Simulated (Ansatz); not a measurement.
`[Cl][GeH3]` + `F[C](F)F`• → `[Cl][GeH2]`• + trifluoromethane  (hydrogen abstraction from a Ge–H bond)

Isolated molecules relaxed with PBE0-D4/def2-TZVP in Ansatz; ΔE leaves out vibrations. CCSD(T)/CBS adds triple-zeta CCSD(T) − MP2 to the extrapolated MP2 energy (def2 sets, frozen cores). This one scheme is used for every species. DFT in def2-TZVPP. B3LYP here is the variant with VWN-RPA as its local correlation; programs differ in this. HSE06 is defined as in plane-wave codes. No spin–orbit coupling; open shells (•) take unrestricted orbitals. For Ge outer-core shells are correlated without core-valence functions, which leaves a few kJ/mol of doubt a bond. Scalar relativity is left out up to krypton.

```csv
level,ΔE (kcal/mol),difference from CCSD(T)/CBS
LDA (SPW92),-25.3,-1.5
revPBE-D4,-23.5,0.3
BLYP-D4,-23.8,0.0
r2SCAN-D4,-21.9,1.9
B97M-V,-23.1,0.7
B3LYP-D4,-23.8,0.0
r2SCANh-D4,-21.9,1.9
r2SCAN0-D4,-21.9,1.9
BHLYP-D4,-23.2,0.6
CAM-B3LYP-D4,-23.1,0.7
ωB97X-V,-22.4,1.4
ωB97M-V,-25.8,-2.0
B2PLYP,-23.7,0.1
PBE-QIDH,-23.4,0.4
PBE,-23.8,0.0
revPBE,-23.3,0.5
BLYP,-23.9,-0.1
r2SCAN,-21.9,1.9
PBE0,-23.4,0.4
B3LYP,-23.9,-0.1
r2SCANh,-21.9,1.9
r2SCAN0,-22.0,1.8
HSE06,-23.6,0.2
CAM-B3LYP,-23.1,0.7
LC-ωPBE,-21.5,2.3
RPA@PBE/def2-TZVPP,-23.4,0.4
HF/def2-SVP,-19.9,3.9
MP2/def2-SVP,-23.5,0.3
CCSD/def2-SVP,-22.9,0.9
CCSD(T)/def2-SVP,-23.0,0.8
HF/def2-TZVPP,-19.7,4.1
MP2/def2-TZVPP,-24.7,-0.9
SCS-MP2/def2-TZVPP,-24.7,-0.9
CCSD(T)/def2-TZVPP,-23.8,0.0
HF/def2-QZVPP,-19.6,4.2
MP2/def2-QZVPP,-24.7,-0.9
SCS-MP2/def2-QZVPP,-24.8,-1.0
HF/CBS(def2),-19.6,4.2
MP2/CBS(def2),-24.8,-1.0
CCSD/CBS(def2),-23.6,0.2
CCSD(T)/CBS,-23.8,0
```

Question: What do rigid-rotor, harmonic-oscillator terms from PBE0-D4/def2-TZVP frequencies (298.15 K, 1 bar) make of the CCSD(T)/CBS value? (An estimate is asked.)

Answer: Computed: ΔZPE = +2.4 kcal/mol, ΔH = -21.5 kcal/mol, ΔS = 7 J/(mol·K), ΔG = -22.0 kcal/mol. Open shells count their whole term as degenerate.

Largest T1 diagnostic among the species: 0.014.

Leaving LDA and LC-ωPBE aside and taking each functional with its dispersion term where it has one, the values spread over 3.8 kcal/mol, from ωB97M-V to r2SCAN-D4. LDA lies −1.5 kcal/mol from PBE without D4. At CCSD(T), def2-SVP lies +0.8 kcal/mol from the extrapolated value and def2-TZVPP +0.0 kcal/mol. In def2-TZVPP, CCSD(T) changes the Hartree–Fock value by −4.0 kcal/mol (the triples alone add −0.2 kcal/mol) and MP2 by −5.0 kcal/mol.

CCSD(T)/CBS has its own doubt, a few kJ/mol and more with outer-core shells, so smaller differences from it don't rank the levels.
